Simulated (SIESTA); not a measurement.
Crystal: HgSe.

```
CELL_PARAMETERS angstrom
0.00000 3.03900 3.03900
3.03900 0.00000 3.03900
3.03900 3.03900 0.00000
ATOMIC_POSITIONS crystal
Hg 0.00000 0.00000 0.00000
Se 0.75000 0.75000 0.75000
```

Program: SIESTA 5.4.2. Alike in all runs: cell as given; smearing fermi-dirac 0.05 eV; grid cutoff 800 Ry; energy shift 0.002 Ry.

Question: Order these runs on this cell by their pressure, lowest first.
A. level optB88-vdW; potentials or basis PseudoDojo 0.4 standard (PBE files), TZP (energy shift 0.002 Ry); spin off; k mesh 8 × 8 × 8
B. level PBEsol; potentials or basis PseudoDojo 0.4 standard (PBEsol files), DZP (energy shift 0.002 Ry); spin off; k mesh 6 × 6 × 6; broadening (eV) 0.2 eV; window to (eV) 30 eV; polarisation unpolarized; direction 0.0 0.0 1.0; optical mesh offset true
C. level LDA; potentials or basis PseudoDojo 0.4 standard (PBE files, fully relativistic), DZP (energy shift 0.002 Ry); spin non-collinear, zero start, SOC; k mesh 6 × 6 × 6

Answer: C (-4.3 GPa), B (3.3 GPa), A (5.3 GPa).

Caveats: semicore shells carry a single zeta, which can move pressures by several GPa and volumes by a few percent; the basis of atomic orbitals isn't converged, which shifts pressures, moduli and gaps; the potentials were made for another functional, which shifts forces and pressure (some runs); the basis holds too few empty states to meet the f-sum rule, so the spectrum is short of weight at high energy (some runs).

Runs at the PBE level aren't shown here.
